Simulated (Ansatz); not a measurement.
# GaAs: a sweep of LAPW's plane-wave cutoff

The task here is to estimate one member of a computed series from the others.

Computed with Ansatz 0.2.0 (DFT, PBE, all-electron LAPW, scalar-relativistic, unless a step's input says otherwise).

## The structure to begin with

The structure is cubic, space group F-43m (No. 216). Conventional cell: a = 5.654 Å, b = 5.654 Å, c = 5.654 Å, α = 90.00°, β = 90.00°, γ = 90.00°. Around Ga (site symmetry -43m) lie 4 As at 2.45 Å. Around As (site symmetry -43m) lie 4 Ga at 2.45 Å.

Structure file:

```cif
data_structure
_symmetry_space_group_name_H-M 'P 1'
_symmetry_Int_Tables_number 1
_cell_length_a 3.9978
_cell_length_b 3.9978
_cell_length_c 3.9978
_cell_angle_alpha 60.000
_cell_angle_beta 60.000
_cell_angle_gamma 60.000
_cell_volume 45.18
loop_
_atom_site_label
_atom_site_type_symbol
_atom_site_fract_x
_atom_site_fract_y
_atom_site_fract_z
_atom_site_occupancy
Ga1 Ga 0.00000 0.00000 0.00000 1
As1 As 0.75000 0.75000 0.75000 1
```

The geometry is a database entry used as it stands. It may stem from high pressure or temperature, or be incomplete, so it serves as a test cell.

Atoms are numbered in the order of the input: Ga1, As2.

Set-up of the first run:

Input file input.yaml:

```yaml
crystal:
  lattice:
    - [0.0, 2.82685, 2.82685]
    - [2.82685, 0.0, 2.82685]
    - [2.82685, 2.82685, 0.0]
  atoms:
    - { symbol: Ga, position: [0.0, 0.0, 0.0] }
    - { symbol: As, position: [0.75, 0.75, 0.75] }
kpoints:
  mp_grid: { grid: [11, 11, 11] }
scf:
  occupations: { method: fermi_dirac, width: 0.05 }
hamiltonian:
  xc: pbe
  pseudopotentials: { kind: all_electron, lapw: { basis_error: 0.0005 } }
output:
  forces: true
  stress: true
  eigenvalues: true
basis:
  ecutwfc: 90
```

On the command line:

```bash
> ansatz run input.yaml --threads 1 --pin off --max-ram 2048MiB --backend cpu --events-out ev --progress --plain --runs-dir out
```

Steps of the session up to this table: With plane-wave cutoff typed as 90 eV; With plane-wave cutoff typed as 180 eV; With plane-wave cutoff typed as 220 eV; With plane-wave cutoff typed as 500 eV.

One table of the session follows, with a row left open; its other results are not shown here.

| cutoff (eV) | pressure (GPa) |
| --- | --- |
| 90 | 10.31 |
| 180 | ? |
| 220 | 3.36 |
| 500 | 3.29 |

Estimate the missing values for cutoff (eV) = 180.

Worked estimate for «pressure (GPa)». A straight line through the neighbours (90, 10.31) and (220, 3.36) gives 10.31 + (3.36 − 10.31) × (180 − 90) / (220 − 90) = 5.50; a parabola fitted to 3 rows on both sides gives 5.03.

The run gave: pressure (GPa): 3.55. In «pressure (GPa)» the line misses by +1.95 and the parabola by +1.48.

Energies are those extrapolated to zero smearing.
